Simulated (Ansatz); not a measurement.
# TePt: the cost of one run

Method: DFT r2SCAN, scalar-relativistic, plane waves, PAW, in Ansatz 0.2.0.

1 further run of the same task is left out (set aside as unsound or not needed).

### Step 1. The structure to begin with

Symmetry: P6_3/mmc, No. 194, hexagonal system. Conventional cell: a = 4.111 Å, b = 4.111 Å, c = 5.446 Å, α = 90.00°, β = 90.00°, γ = 120.00°. Around Te (site symmetry -6m2) lie 6 Pt at 2.74 Å. Pt (site symmetry -3m) is surrounded by 2 Pt at 2.72 Å and 6 Te at 2.74 Å.

As a file:

```cif
data_structure
_symmetry_space_group_name_H-M 'P 1'
_symmetry_Int_Tables_number 1
_cell_length_a 4.1110
_cell_length_b 4.1110
_cell_length_c 5.4460
_cell_angle_alpha 90.000
_cell_angle_beta 90.000
_cell_angle_gamma 120.000
_cell_volume 79.71
loop_
_atom_site_label
_atom_site_type_symbol
_atom_site_fract_x
_atom_site_fract_y
_atom_site_fract_z
_atom_site_occupancy
Te1 Te 0.33333 0.66667 0.25000 1
Te2 Te 0.66667 0.33333 0.75000 1
Pt1 Pt 0.00000 0.00000 0.00000 1
Pt2 Pt 0.00000 0.00000 0.50000 1
```

Source of the structure: the Crystallography Open Database.

### Step 2. A first look at the start

File input.yaml:

```yaml
crystal:
  lattice:
    - [4.1109998117, 0.0, 0.0]
    - [-2.0554999058, 3.5602302718, 0.0]
    - [0.0, 0.0, 5.446]
  atoms:
    - { symbol: Te, position: [0.3333333333, 0.6666666667, 0.25] }
    - { symbol: Te, position: [0.6666666667, 0.3333333333, 0.75] }
    - { symbol: Pt, position: [0.0, 0.0, 0.0] }
    - { symbol: Pt, position: [0.0, 0.0, 0.5] }
basis:
  ecutwfc: 500
kpoints:
  mp_grid: { grid: [6, 6, 4] }
hamiltonian:
  xc: r2scan
scf:
  occupations: { method: gaussian, width: 0.1 }
output:
  forces: true
  stress: true
  eigenvalues: true
```

The run is started by

```
ansatz run input.yaml --threads 1 --pin off --max-ram 2560MiB --backend cpu --events-out ev --progress --plain --runs-dir out
```

Q: Estimate wall time and peak memory on 1 thread of Arm Neoverse V2, shared host.

About 8 s, with a peak of 0.53 GiB.
